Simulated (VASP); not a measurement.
Input of a VASP 6.6.1 run:

The input POSCAR:

```
InAs
1.0
    0.0000000000      3.0547216630      3.0547216630
    3.0547216630      0.0000000000      3.0547216630
    3.0547216630      3.0547216630      0.0000000000
In As
1 1
Direct
    0.0000000000      0.0000000000      0.0000000000
    0.7500000000      0.7500000000      0.7500000000
```

File INCAR.step1:

```
SYSTEM = InAs
  PREC = Accurate
  ENCUT = 520
  ISMEAR = 0
  SIGMA = 0.05
  LREAL = .FALSE.
  LASPH = .TRUE.
  NELM = 100
  NBANDS = 16
  GGA = PE
  ALGO = Normal
  EDIFF = 1E-4
  LWAVE = .TRUE.
  LCHARG = .FALSE.
```

Contents of INCAR.step2:

```
SYSTEM = InAs
  PREC = Accurate
  ENCUT = 520
  EDIFF = 1E-6
  ISMEAR = 0
  SIGMA = 0.05
  LREAL = .FALSE.
  LASPH = .TRUE.
  NELM = 100
  ALGO = Normal
  ISIF = 2
  LWAVE = .FALSE.
  LCHARG = .FALSE.
  METAGGA = R2SCAN
  LMIXTAU = .TRUE.
  NBANDS = 16
  ISTART = 1
```

Contents of KPOINTS:

```
regular mesh
0
G
  10 10 10
  0 0 0
```

Potentials or basis: VASP PAW PBE potentials, release 64 (In_d, As).

Launch:

```console
$ cat potpaw_PBE.64/In_d/POTCAR potpaw_PBE.64/As/POTCAR > POTCAR
$ cp INCAR.step1 INCAR
$ mpirun -np 1 vasp_std > vasp.out
$ cp INCAR.step2 INCAR
$ mpirun -np 1 vasp_std > vasp.out
```

(1) What does it give for the pressure?

(2) Predict the band gap on the k mesh.

Results:

(1) 0.0 GPa.

(2) 0.08 eV.

Caveat: the PAW data sets were made with another functional, which shifts forces and pressure a little; spin-orbit coupling is left out, which moves the levels of the heavy elements.

**Measured values to compare with.**

A printed reference work, data compilation reports, for a bulk crystal of InAs at 4.2 K: band gap 0.418 eV (direct).

A measured gap of InAs is 0.418 eV (direct; 4.2 K; a printed reference work, data compilation); the calculated 0.08 eV misses it by -0.34 eV. Spin-orbit coupling on As, In is left out. The value is that of r2SCAN, without temperature or zero-point motion.
